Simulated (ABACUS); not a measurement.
The system is Ge.

```
CELL_PARAMETERS angstrom
3.99759 0.00000 0.00000
-1.99879 3.46201 0.00000
0.00000 0.00000 6.59938
ATOMIC_POSITIONS crystal
Ge 0.33333 0.66667 0.93710
Ge 0.66667 0.33333 0.43710
Ge 0.33333 0.66667 0.56290
Ge 0.66667 0.33333 0.06290
```

This isn't the form of Ge at room conditions, which is diamond.

* Program: ABACUS 3.10.1
* Task: single point
* Functional: PBE
* Potentials or basis: PseudoDojo NC SR 0.4.1 PBE standard
* Cutoff: 1075 eV
* Density cutoff: 4299 eV
* Basis: plane waves
* k mesh: 8 × 8 × 4
* Occupations: fermi-dirac, width 0.05 eV
* Spin: no spin polarisation

On this cell: pressure 3.0 GPa; largest force 0.014 eV/Å; band gap on the k mesh 0.13 eV, direct.

The same run follows on a disturbed copy (atoms moved at random, drawn with an rms of 0.05 Å):

```
Ge
1.0
     3.99759    0.00000    0.00000
    -1.99879    3.46201    0.00000
     0.00000    0.00000    6.59938
Ge
4
Direct
  0.32803 0.66489 0.93959
  0.67763 0.33919 0.43330
  0.34363 0.67052 0.56725
  0.67313 0.32691 0.06117
```

**Question.** What does the disturbed cell give?

**Answer.** The energy moves by +7.8 meV/atom; pressure 3.1 GPa; largest force 0.650 eV/Å; band gap on the k mesh 0.07 eV, direct.

Forces on the atoms (eV/Å):
```
Ge   0.620 -0.141 -0.136
Ge   0.030 -0.084  0.390
Ge  -0.043  0.067 -0.380
Ge  -0.607  0.159  0.126
```

Stress tensor (GPa, compression positive):
```
 2.87  0.78 -0.59
 0.78  3.11  0.20
-0.59  0.20  3.30
```

A k mesh can miss the band edges.
